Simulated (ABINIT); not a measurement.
Crystal: PbO (Litharge).

```
CELL_PARAMETERS angstrom
3.99000 0.00000 0.00000
0.00000 3.99000 0.00000
0.00000 0.00000 5.01000
ATOMIC_POSITIONS crystal
Pb 0.50000 0.00000 0.76000
Pb 0.00000 0.50000 0.24000
O 0.50000 0.50000 0.00000
O 0.00000 0.00000 0.00000
```

```yaml
Program: ABINIT 10.8.3 (patched build)
Task: relaxation of cell and atoms
Functional: LDA
Potentials_or_basis: JTH PAW LDA v2.0
Cutoff: 626 eV
k_mesh: 6 × 6 × 5
Occupations: fermi-dirac, width 0.05 eV
Spin: no spin polarisation
```

At the start: pressure -3.5 GPa; volume 19.94 Å³/atom.

How do energy, volume and symmetry change on relaxing?

Over 13 steps the energy falls by 9.6 meV/atom and the volume is 19.05 Å³/atom (-4.4 %); space group P4/nmm (No. 129, to 0.05 Å).

The path:
```tsv
step	energy change (eV)	largest force (eV/Å)	pressure (GPa)	volume (Å³)
1	0.0000	0.5794	-3.55	79.76
2	-0.0215	0.3472	-2.38	78.90
3	-0.0371	0.0797	0.00	77.11
4	-0.0375	0.0451	-0.06	77.02
5	-0.0379	0.0011	-0.02	76.70
6	-0.0379	0.0013	-0.01	76.65
7	-0.0330	0.0862	0.08	74.32
8	-0.0382	0.0060	0.00	76.47
9	-0.0382	0.0047	-0.02	76.46
10	-0.0381	0.0475	0.19	76.09
11	-0.0382	0.0004	-0.05	76.38
12	-0.0382	0.0017	-0.04	76.34
13	-0.0383	0.0001	0.00	76.22
```

Final structure:
```yaml
crystal:
  lattice:
    - [3.94178, 0.00000, 0.00000]
    - [0.00000, 3.94178, 0.00000]
    - [0.00000, 0.00000, 4.90534]
  atoms:
    - { symbol: Pb, position: [0.50000, 0.00000, 0.75929] }
    - { symbol: Pb, position: [0.00000, 0.50000, 0.24071] }
    - { symbol: O, position: [0.50000, 0.50000, 0.00000] }
    - { symbol: O, position: [0.00000, 0.00000, 0.00000] }
```
